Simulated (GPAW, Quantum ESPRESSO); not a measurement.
BN (P6_3/mmc), B K edge of atom 3, with 3 N at 1.44 Å (trigonal planar, site symmetry -6m2). Method: Quantum ESPRESSO XSpectra, PBE, full core hole (charged cell), 28-atom cell with 6.6 Å between holes, 4×4×4 k points, dipole transitions, Lorentzian half width 0.3 eV up to 4 eV, rising linearly to 2.5 eV at 25 eV (counted from xe0, 0.8 eV below the zero used here).

```xyz
4
Lattice="2.4982 0.0000 0.0000 -1.2491 2.1635 0.0000 0.0000 0.0000 6.6357" Properties=species:S:1:pos:R:3 pbc="T T T"
N     1.2491    0.7212    1.6589
N     0.0000    1.4424    4.9768
B     1.2491    0.7212    4.9768
B     0.0000    1.4424    1.6589
```

Energy from the lowest empty level; a common scale on which the isotropic spectrum has a mean of 1 over the first 20 eV.

```tsv
E (eV)	curve 1	curve 2
-2.00	0.25	0.02
-1.25	0.57	0.02
-0.50	2.30	0.03
0.25	9.45	0.03
1.00	2.63	0.04
1.75	0.64	0.05
2.50	0.48	0.07
3.25	0.43	0.10
4.00	0.69	0.19
4.75	0.44	0.42
5.50	0.55	1.05
6.25	0.47	2.71
7.00	0.50	3.87
7.75	0.67	2.46
8.50	0.72	1.66
9.25	0.71	1.28
10.00	0.70	1.15
10.75	0.66	1.09
11.50	0.66	1.15
12.25	0.66	1.22
13.00	0.63	1.16
13.75	0.60	1.08
14.50	0.54	1.05
15.25	0.50	1.02
16.00	0.48	0.97
16.75	0.46	0.92
17.50	0.45	0.86
18.25	0.46	0.79
19.00	0.46	0.74
19.75	0.47	0.74
20.50	0.47	0.79
21.25	0.46	0.86
22.00	0.47	0.94
22.75	0.48	0.96
23.50	0.50	0.91
24.25	0.52	0.81
25.00	0.53	0.71
25.75	0.54	0.60
26.50	0.54	0.52
27.25	0.56	0.45
28.00	0.58	0.39
28.75	0.61	0.35
29.50	0.64	0.31
30.25	0.67	0.29
31.00	0.68	0.27
31.75	0.67	0.26
```

The database entry behind the starting cell differs from later determinations by our own check (about 0.3 % short, minor phase), so it need not match the best structure at ambient conditions.

Question: The curves are for the electric vector along different Cartesian axes of the cell as given, averaged over the symmetry-equivalent atoms. Which is which?

Curve 1: along z (c), main maxima 0.1 eV (9.87), 4.0 eV (0.69) and 8.3 eV (0.72). Curve 2: along x (⊥ c) (the other in-plane axis gives the same curve within 3 %), main maxima 6.8 eV (3.94), 12.3 eV (1.22) and 22.6 eV (0.96). A K edge sees empty p states; at this planar three-fold site the curve for the electric vector normal to the plane peaks at 0.1 eV, where it is mainly π* that absorbs: that direction carries over 70 % of the weight there. Each direction probes the empty orbitals that point along it. The structure is a published determination, not relaxed.

[Banner, clock and machine lines of the logs are left out without a mark of their own.]

[Logs are printed without paths, hosts, clocks, repeated set-up lines and the standing remarks that a program may print on its own settings, such as how far it seeks lower states.]

[Hosts, paths, dates, database ids (printed as entryN), source tags and the programs' standing remarks are cut or masked in the printed files.]

[Lists of maxima count a maximum above −3 eV only where it reaches 4 % of the highest in the window and stands out from its surroundings by 2 % of it (1.5 % where it reaches 55 %); shoulders and weaker maxima are passed over, and of the rest the first, up to two pre-edge ones and the few strongest are named.]
